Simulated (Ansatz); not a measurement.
**hcp against fcc along the lanthanides**

Theory: DFT, LDA (PW92), plane waves (420 eV) with PAW, scalar-relativistic (Ansatz). The PAW files were generated under PBE, with cores re-solved for the functional.

Each structure is relaxed within its symmetry, in the lowest magnetic state of the tried starts. Differences under about 8 meV lie within the error of the k-point mesh.

Semilocal functionals delocalise ytterbium's f shell and shrink the cell.

| element | E(hcp) − E(fcc) (meV/atom) | V(hcp) (Å³/atom) | V(fcc) (Å³/atom) | state of hcp | state of fcc |
| --- | --- | --- | --- | --- | --- |
| La | 46 | 32.81 | 31.98 | spin not included | spin not included |
| Yb | 3 | 29.44 | 29.62 | spin not included | non-magnetic |
| Lu | -23 | 26.02 | 25.62 | spin not included | spin not included |
